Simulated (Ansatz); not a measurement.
## P and a variant

Base: a COD entry, ions relaxed with PBE at fixed cell.

```
CELL_PARAMETERS angstrom
5.50300 0.00000 0.00000
-1.99327 10.70009 0.00000
-1.88123 -1.26579 10.78810
ATOMIC_POSITIONS crystal
P 0.07748 0.99093 0.67569
P 0.92252 0.00907 0.32431
P 0.58563 0.17901 0.54089
P 0.41437 0.82099 0.45911
P 0.17150 0.05096 0.18947
P 0.82850 0.94904 0.81053
P 0.77835 0.37811 0.55989
P 0.22165 0.62189 0.44011
P 0.69046 0.30306 0.02434
P 0.30954 0.69694 0.97566
P 0.23865 0.01411 0.87565
P 0.76135 0.98589 0.12435
P 0.50213 0.31794 0.67775
P 0.49787 0.68206 0.32225
P 0.37326 0.32286 0.47788
P 0.62674 0.67714 0.52212
P 0.07852 0.36668 0.13007
P 0.92148 0.63332 0.86993
P 0.00782 0.14570 0.79974
P 0.99218 0.85430 0.20026
P 0.80282 0.48999 0.13471
P 0.19718 0.51001 0.86529
P 0.76336 0.31783 0.22882
P 0.23664 0.68217 0.77118
```

Sites (sets of like atoms) are named by element and the number of their first atom in this list.

The numbers come from a DFT calculation in Ansatz (PBE, plane waves and PAW, scalar-relativistic, 420 eV cutoff, Γ-centred 6×3×3 k-points, Fermi–Dirac smearing 0.02 eV).

(1) Variant: z stretched by 2 %, ions relaxed. What happens to the gradients (10²¹ V/m²)?

Results:

(1) 

```tsv
site	atoms	V_zz base	η base	V_zz variant	η variant
P1	1, 2	0.45	0.01	0.47	0.04
P3	3, 4	0.44	0.27	0.43	0.23
P5	5, 6	0.44	0.56	0.45	0.47
P7	7, 8	0.44	0.64	0.47	0.57
P9	9, 10	0.32	0.65	0.33	0.56
P11	11, 12	0.39	0.70	0.41	0.68
P13	13, 14	0.42	0.58	0.44	0.48
P15	15, 16	0.30	0.22	0.33	0.19
P17	17, 18	0.33	0.69	0.34	0.60
P19	19, 20	0.45	0.68	0.47	0.65
P21	21, 22	0.45	0.39	0.46	0.31
P23	23, 24	0.45	0.53	0.46	0.47
```

No V_zz moves by more than 0.03.
